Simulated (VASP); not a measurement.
Set up this calculation in VASP 6.6.1, as the native input.

```yaml
Task: band structure
Functional: PBE
Potentials_or_basis: VASP PAW PBE potentials, release 54 (Si, C)
Cutoff: 900 eV
k_mesh: 10 × 10 × 10
Occupations: fermi-dirac, width 0.05 eV
Spin: no spin polarisation
Further_INCAR_settings: ALGO = Normal; EDIFF = 1e-06
```

Crystal: SiC (Moissanite 3C).

```xyz
2
Lattice="0.0000 2.1790 2.1790 2.1790 0.0000 2.1790 2.1790 2.1790 0.0000" Properties=species:S:1:pos:R:3 pbc="T T T"
Si    0.0000    0.0000    0.0000
C     3.2685    3.2685    3.2685
```

These files were run (other wordings do the same):

POSCAR

```
SiC
1.0
    0.0000000000      2.1790000000      2.1790000000
    2.1790000000      0.0000000000      2.1790000000
    2.1790000000      2.1790000000      0.0000000000
Si C
1 1
Direct
    0.0000000000      0.0000000000      0.0000000000
    0.7500000000      0.7500000000      0.7500000000
```

INCAR.step1

```
SYSTEM = SiC
  ALGO = Normal
  EDIFF = 1E-6
  ENCUT = 900
  GGA = PE
  ISIF = 2
  ISMEAR = -1
  LASPH = .True.
  LCHARG = .True.
  LREAL = .False.
  LWAVE = .False.
  NELM = 80
  PREC = Accurate
  SIGMA = 0.05
```

KPOINTS.step1

```
k-points
0
Gamma
  10 10 10
  0 0 0
```

INCAR.step2

```
SYSTEM = SiC
  ALGO = Normal
  EDIFF = 1E-6
  ENCUT = 900
  GGA = PE
  ICHARG = 11
  ISIF = 2
  ISMEAR = 0
  LASPH = .True.
  LCHARG = .False.
  LREAL = .False.
  LWAVE = .False.
  NELM = 80
  PREC = Accurate
  SIGMA = 0.05
```

KPOINTS.step2

```
path GXWKGLUWLK,UX
20
line-mode
reciprocal
 0.0000000000  0.0000000000  0.0000000000  G
 0.5000000000  0.0000000000  0.5000000000  X

 0.5000000000  0.0000000000  0.5000000000  X
 0.5000000000  0.2500000000  0.7500000000  W

 0.5000000000  0.2500000000  0.7500000000  W
 0.3750000000  0.3750000000  0.7500000000  K

 0.3750000000  0.3750000000  0.7500000000  K
 0.0000000000  0.0000000000  0.0000000000  G

 0.0000000000  0.0000000000  0.0000000000  G
 0.5000000000  0.5000000000  0.5000000000  L

 0.5000000000  0.5000000000  0.5000000000  L
 0.6250000000  0.2500000000  0.6250000000  U

 0.6250000000  0.2500000000  0.6250000000  U
 0.5000000000  0.2500000000  0.7500000000  W

 0.5000000000  0.2500000000  0.7500000000  W
 0.5000000000  0.5000000000  0.5000000000  L

 0.5000000000  0.5000000000  0.5000000000  L
 0.3750000000  0.3750000000  0.7500000000  K

 0.6250000000  0.2500000000  0.6250000000  U
 0.5000000000  0.0000000000  0.5000000000  X
```

Potentials or basis: VASP PAW PBE potentials, release 54 (Si, C).

Launch:

```console
$ cat potpaw_PBE.54/Si/POTCAR potpaw_PBE.54/C/POTCAR > POTCAR
$ cp INCAR.step1 INCAR
$ cp KPOINTS.step1 KPOINTS
$ mpirun -np 1 vasp_std > vasp.out
$ cp INCAR.step2 INCAR
$ cp KPOINTS.step2 KPOINTS
$ mpirun -np 1 vasp_std > vasp.out
```

Results of the run:

The band gap on the k mesh is 1.36 eV, indirect (least direct gap 4.54 eV) and the band gap along the path is 1.36 eV, indirect (least direct gap 4.54 eV).

Caveat: the log is that of the step along the path at fixed density, whose energy, stress, charges and moments have no meaning.

Run time: 52 s on 1 thread of Intel(R) Xeon(R) Platinum 8259CL CPU @ 2.50GHz (Skylake/Cascade Lake) (shared host), peak memory 0.21 GiB.
